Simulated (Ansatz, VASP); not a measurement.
## One calculation of InPd, two programs

```
In Pd
1.0
     0.00000    2.74607    2.74607
     2.74607    0.00000    2.74607
     2.74607    2.74607    0.00000
In Pd
1 1
Direct
  0.99542 0.99723 0.99195
  0.50340 0.50104 0.50588
```

Change from the starting cell: atoms moved at random, drawn with an rms of 0.05 Å.

Alike in both runs: task single point; functional PBE; k mesh 8 × 8 × 8; occupations fermi-dirac, width 0.05 eV; no spin polarisation.

|  | VASP | Ansatz |
| --- | --- | --- |
| version | VASP 6.6.1 | Ansatz 0.2.0 |
| potentials or method | VASP PAW PBE potentials, release 64 (In_d, Pd) | Ansatz PAW |
| plane-wave cutoff (eV) | 520 | 420 |
| valence electrons in the cell | 23 | 31 |

Ansatz gave:

- gap on the k mesh at the Fermi level (eV): none
- pressure (GPa): 0.5
- largest component of the traceless stress (GPa): 0.18
- rms of the force components (eV/Å): 0.224

Problem. What did VASP give for the same quantities?

Solution. gap on the k mesh at the Fermi level (eV): none; pressure (GPa): 0.5; largest component of the traceless stress (GPa): 0.18; rms of the force components (eV/Å): 0.226.

Atom by atom the forces differ by 0.002 eV/Å (rms over components). A gap of «none» marks a metal or a gap that the smearing closes. The two sets of potentials don't hold the same shells in valence.
